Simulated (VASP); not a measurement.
# W (Im-3m) in VASP: further runs, part 2 of 2

VASP 6.6.1. The steps go on from the part before.

### 3 Density of states, PBE

Contents of POSCAR:

```
W                                       
1.0
   -1.5776066427      1.5776066427      1.5776066427
    1.5776066427     -1.5776066427      1.5776066427
    1.5776066427      1.5776066427     -1.5776066427
  W             
     1
Direct
     0.0000000000000000    0.0000000000000000    0.0000000000000000
```

Contents of INCAR.step1:

```
SYSTEM = W
PREC = Accurate
ENCUT = 520
EDIFF = 1E-7
ISMEAR = 1
SIGMA = 0.1
LREAL = .FALSE.
LASPH = .TRUE.
NELM = 80
ALGO = Normal
ISIF = 2
LWAVE = .FALSE.
LCHARG = .TRUE.
LMAXMIX = 4
GGA = PE
```

Contents of KPOINTS.step1:

```
Automatic mesh
0
G
  16 16 16
  0 0 0
```

Contents of INCAR.step2:

```
SYSTEM = W
PREC = Accurate
ENCUT = 520
EDIFF = 1E-7
ISMEAR = -5
SIGMA = 0.1
LREAL = .FALSE.
LASPH = .TRUE.
NELM = 80
ALGO = Normal
ISIF = 2
LWAVE = .FALSE.
LCHARG = .FALSE.
LMAXMIX = 4
GGA = PE
LORBIT = 10
NEDOS = 1001
ICHARG = 11
```

Contents of KPOINTS.step2:

```
Automatic mesh
0
G
  24 24 24
  0 0 0
```

Potentials or basis: VASP PAW PBE potentials, release 64 (W_sv).

Started as:

```bash
$ cat potpaw_PBE.64/W_sv/POTCAR > POTCAR
$ cp INCAR.step1 INCAR
$ cp KPOINTS.step1 KPOINTS
$ mpirun -np 1 vasp_std > vasp.out
$ cp INCAR.step2 INCAR
$ cp KPOINTS.step2 KPOINTS
$ mpirun -np 1 vasp_std > vasp.out
```

OUTCAR:

```text
SYSTEM = W
   PREC = Accurate
   ENCUT = 520
   EDIFF = 1E-7
   ISMEAR = -5
   LREAL = .FALSE.
   LASPH = .TRUE.
   NELM = 80
   ISIF = 2
   GGA = PE
   LORBIT = 10
   ICHARG = 11

 ion  position               nearest neighbor table
   1  0.000  0.000  0.000-

  LATTYP: Found a body centered cubic cell.
 ALAT       =     3.1552132854

  Lattice vectors:

[... 522 lines left out ...]

------------------------ aborting loop because EDIFF is reached ----------------------------------------

  FORCE on cell =-STRESS in cart. coord.  units (eV):
  Direction    XX          YY          ZZ          XY          YZ          ZX
  --------------------------------------------------------------------------------------
  -------------------------------------------------------------------------------------
  Total        0.8788507      0.8788507      0.8788507     -0.0000000      0.0000000      0.0000000
  in kB       89.6539716     89.6539716     89.6539716     -0.0000000      0.0000000      0.0000000
  external PRESSURE =      89.6539716 kB  Pullay stress =       0.0000000 kB

 VOLUME and BASIS-vectors are now :
 -----------------------------------------------------------------------------
  energy-cutoff  :      520.00
  volume of cell :       15.71
      direct lattice vectors                 reciprocal lattice vectors
    -1.577606643  1.577606643  1.577606643     0.000000000  0.316935785  0.316935785
     1.577606643 -1.577606643  1.577606643     0.316935785  0.000000000  0.316935785
     1.577606643  1.577606643 -1.577606643     0.316935785  0.316935785  0.000000000

 POSITION                                       TOTAL-FORCE (eV/Angst)
 -----------------------------------------------------------------------------------
      0.00000      0.00000      0.00000         0.000000     -0.000000     -0.000000
 -----------------------------------------------------------------------------------
    total drift:                                0.000000      0.000000      0.000000

  FREE ENERGIE OF THE ION-ELECTRON SYSTEM (eV)
  ---------------------------------------------------
  free  energy   TOTEN  =       -12.9416568244 eV

  energy  without entropy=      -12.9416568244  energy(sigma->0) =      -12.94165682

 total charge

# of ion       s       p       d       tot
------------------------------------------
    1        2.405   6.351   3.362  12.118
```

OUTCAR.step1:

```text
SYSTEM = W
   PREC = Accurate
   ENCUT = 520
   EDIFF = 1E-7
   ISMEAR = 1
[... 554 lines left out ...]

 POSITION                                       TOTAL-FORCE (eV/Angst)
 -----------------------------------------------------------------------------------
      0.00000      0.00000      0.00000        -0.000000      0.000000     -0.000000
 -----------------------------------------------------------------------------------
    total drift:                                0.000000     -0.000000      0.000000

  FREE ENERGIE OF THE ION-ELECTRON SYSTEM (eV)
  ---------------------------------------------------
  free  energy   TOTEN  =       -12.9445291659 eV

  energy  without entropy=      -12.9440058869  energy(sigma->0) =      -12.94435474
```

OSZICAR.step1:

```text
N       E                     dE             d eps       ncg     rms          rms(c)
DAV:   1     0.766797787176E+02    0.76680E+02   -0.78518E+03  3198   0.145E+03
DAV:   2    -0.119667987342E+02   -0.88647E+02   -0.85344E+02  3424   0.332E+02
DAV:   3    -0.135494142252E+02   -0.15826E+01   -0.15652E+01  3625   0.435E+01
DAV:   4    -0.135578534082E+02   -0.84392E-02   -0.84376E-02  3456   0.342E+00
DAV:   5    -0.135579158433E+02   -0.62435E-04   -0.62435E-04  3550   0.307E-01    0.213E+01
DAV:   6    -0.130765452386E+02    0.48137E+00   -0.55601E-01  3400   0.100E+01    0.862E+00
DAV:   7    -0.129483210923E+02    0.12822E+00   -0.31141E-01  3523   0.705E+00    0.639E-01
DAV:   8    -0.129447775166E+02    0.35436E-02   -0.45840E-03  3253   0.104E+00    0.175E-01
DAV:   9    -0.129445341369E+02    0.24338E-03   -0.26948E-04  3627   0.215E-01    0.391E-02
DAV:  10    -0.129445291046E+02    0.50323E-05   -0.22203E-05  3478   0.674E-02    0.559E-03
DAV:  11    -0.129445291659E+02   -0.61341E-07   -0.25889E-07  3199   0.716E-03
   1 F= -.12944529E+02 E0= -.12944355E+02  d E =-.523279E-03
```

It took 24 s on 1 thread of Intel Xeon 6975P-C (Granite Rapids), shared host; peak memory 0.21 GiB.

What came out:

```
Valence electrons inside the program's atomic spheres : W 12.12
```

Levels at points of the mesh, in eV from the Fermi level:
```csv
k point,band 3,band 4,band 5,band 6,band 7,band 8,band 9,band 10,band 11
"(0.00, 0.00, 0.00)",-37.75,-37.75,-9.73,-1.28,-1.28,-1.28,2.25,2.25,14.50
"(0.50, 0.00, 0.00)",-38.19,-37.76,-6.38,-3.65,0.67,2.15,3.14,6.20,11.20
"(0.50, 0.50, 0.50)",-38.68,-38.68,-5.95,-5.95,5.20,5.20,5.20,8.28,8.28
```

States per cell in windows of 1 eV (zero at the Fermi level; states under -8 eV left out):
```csv
from (eV),total,W1_d,W1_p,W1_s
-8.0,0.12,0.01,0.01,0.05
-7.0,0.37,0.10,0.02,0.10
-6.0,0.80,0.36,0.04,0.12
-5.0,0.80,0.43,0.04,0.06
-4.0,1.32,0.91,0.07,0.01
-3.0,1.30,0.83,0.11,0.02
-2.0,0.93,0.57,0.10,0.02
-1.0,0.37,0.22,0.05,0.01
0.0,0.67,0.50,0.03,0.01
1.0,0.98,0.80,0.03,0.01
2.0,1.21,1.04,0.02,0.01
3.0,1.43,1.20,0.05,0.04
4.0,0.48,0.36,0.04,0.02
5.0,0.33,0.24,0.03,0.01
6.0,0.31,0.21,0.04,0.02
7.0,0.31,0.15,0.05,0.05
```

Caveat: tetrahedron occupations give inexact forces and stress in metals. Spin-orbit coupling is left out, which matters for the levels of W.
